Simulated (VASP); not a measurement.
A run of VASP 6.6.1:

File INCAR:

```
PREC = Accurate
ENCUT = 500
EDIFF = 1E-6
ISMEAR = 1
SIGMA = 0.1
LREAL = F
LASPH = T
NELM = 60
ALGO = Normal
ISIF = 2
LWAVE = F
LCHARG = F
GGA = PS
ICORELEVEL = 1
KPAR = 4
```

Contents of KPOINTS:

```
regular mesh
0
Gamma
  5 5 12
```

Contents of POSCAR:

```
NbAs
1.0
   -3.4517000000      3.4517000000     11.6800000000
    3.4517000000     -3.4517000000     11.6800000000
    1.7258500000      1.7258500000     -5.8400000000
Nb As
8 8
Direct
    0.0000000000      0.0000000000      0.0000000000
    1.0000000000      0.5000000000      1.0000000000
    0.5000000000      0.0000000000      0.0000000000
    0.5000000000      0.5000000000      0.0000000000
    0.3750000000      0.1250000000      0.5000000000
    0.3750000000      0.6250000000      0.5000000000
    0.8750000000      0.1250000000      0.5000000000
    0.8750000000      0.6250000000      0.5000000000
    0.2080000000      0.2080000000      0.0000000000
    0.2080000000      0.7080000000      0.0000000000
    0.7080000000      0.2080000000      0.0000000000
    0.7080000000      0.7080000000      0.0000000000
    0.0830000000      0.3330000000      0.5000000000
    0.0830000000      0.8330000000      0.5000000000
    0.5830000000      0.3330000000      0.5000000000
    0.5830000000      0.8330000000      0.5000000000
```

Potentials or basis: VASP PAW PBE potentials, release 64 (Nb_pv, As).

Command:

```console
$ cat potpaw_PBE.64/Nb_pv/POTCAR potpaw_PBE.64/As/POTCAR > POTCAR
$ mpirun -np 4 vasp_std > vasp.out
```

Hardware: 4 MPI ranks on Intel(R) Xeon(R) Platinum 8488C (Sapphire Rapids), with other jobs on the host.

How long does it take, and how much memory?

It took 20 min on 4 MPI ranks on Intel(R) Xeon(R) Platinum 8488C (Sapphire Rapids) (shared host), peak memory 1.7 GiB a rank. Counts: scf iterations 13, k points 93.
